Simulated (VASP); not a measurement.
The system is Si.

```
Si
1.0
     0.00000    2.71356    2.71356
     2.71356    0.00000    2.71356
     2.71356    2.71356    0.00000
Si
2
Direct
  0.75000 0.75000 0.75000
  0.50000 0.50000 0.50000
```

| Property | Result |
| --- | --- |
| Program | VASP 6.6.1 |
| Task | relaxation of cell and atoms |
| Functional | PBE |
| Potentials or basis | VASP PAW PBE potentials, release 64 (Si) |
| Cutoff | 600 eV |
| k mesh | 10 × 10 × 10 |
| Occupations | gaussian, width 0.03 eV |
| Spin | no spin polarisation |

At the start: pressure 2.1 GPa; volume 19.98 Å³/atom.

How do energy, volume and symmetry change on relaxing?

Over 3 steps the energy falls by 3.0 meV/atom and the volume is 20.44 Å³/atom (+2.3 %); space group Fd-3m (No. 227, to 0.05 Å).

The path:
```csv
step,energy change (eV),largest force (eV/Å),pressure (GPa),volume (Å³)
1,0.0000,0.0000,2.15,39.96
2,-0.0033,0.0000,-1.34,41.53
3,-0.0060,0.0000,0.01,40.89
```

Final structure:
```yaml
crystal:
  lattice:
    - [0.00000, 2.73430, 2.73430]
    - [2.73430, 0.00000, 2.73430]
    - [2.73430, 2.73430, 0.00000]
  atoms:
    - { symbol: Si, position: [0.75000, 0.75000, 0.75000] }
    - { symbol: Si, position: [0.50000, 0.50000, 0.50000] }
```
